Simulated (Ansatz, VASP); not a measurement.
## Two plane-wave programs on Te

File INCAR:

```
PREC     = Accurate       # precision mode
ENCUT    = 520            # plane-wave cutoff, eV
EDIFF    = 1E-6           # SCF threshold, eV
ISMEAR   = 0              # smearing method
SIGMA    = 0.1            # smearing width, eV
LREAL    = False          # projectors in reciprocal space
LASPH    = True           # aspherical terms in the spheres
NELM     = 100            # most SCF steps
ALGO     = Fast           # electronic algorithm
ISIF     = 2              # what is computed and relaxed
LWAVE    = False          # write WAVECAR
LCHARG   = False          # write CHGCAR
NBANDS   = 13             # bands
```

The input KPOINTS:

```
Automatic mesh
0
Gamma
  6 6 6
```

File POSCAR:

```
Te
1.0
   -2.9577914636      3.8759656627      1.5351528885
    2.9577914636     -3.8759656627      1.5351528885
    2.9577914636      3.8759656627     -1.5351528885
Te
2
Direct
    0.9990709800      0.2490709800      0.7500000000
    0.0009290200      0.7509290200      0.2500000000
```

Input for Ansatz:

```yaml
crystal:
  lattice:
    - [-2.9577914636, 3.8759656627, 1.5351528885]
    - [2.9577914636, -3.8759656627, 1.5351528885]
    - [2.9577914636, 3.8759656627, -1.5351528885]
  atoms:
    - { symbol: Te, position: [0.99907098, 0.24907098, 0.75] }
    - { symbol: Te, position: [0.00092902, 0.75092902, 0.25] }
basis:
  ecutwfc: 420
kpoints:
  mp_grid: { grid: [6, 6, 6] }
hamiltonian:
  xc: lda
scf:
  occupations: { method: gaussian, width: 0.1 }
output:
  forces: true
  stress: true
  eigenvalues: true
```

This isn't the form of Te at room conditions, which is trigonal, of chains.

Alike in both runs: task single point; functional LDA; k mesh 6 × 6 × 6; occupations gaussian, width 0.1 eV; no spin polarisation.

```csv
,VASP,Ansatz
version,VASP 6.6.1,Ansatz 0.2.0
potentials or method,"VASP PAW LDA potentials, release 64 (Te)","scalar-relativistic, plane waves, PAW"
plane-wave cutoff (eV),520,420
valence electrons in the cell,12,32
```

```csv
,VASP,Ansatz,Ansatz less VASP
gap on the k mesh at the Fermi level (eV),none,none,-
pressure (GPa),-2.2,-2.3,-0.04
largest component of the traceless stress (GPa),1.63,1.66,+0.023
```

A gap of «none» marks a metal or a gap that the smearing closes. The two sets of potentials don't hold the same shells in valence.

Caveats: the k mesh is coarse (spacing up to 0.38 Å⁻¹), so the values aren't converged. The runs have no spin-orbit coupling, so splittings on Te are missing.
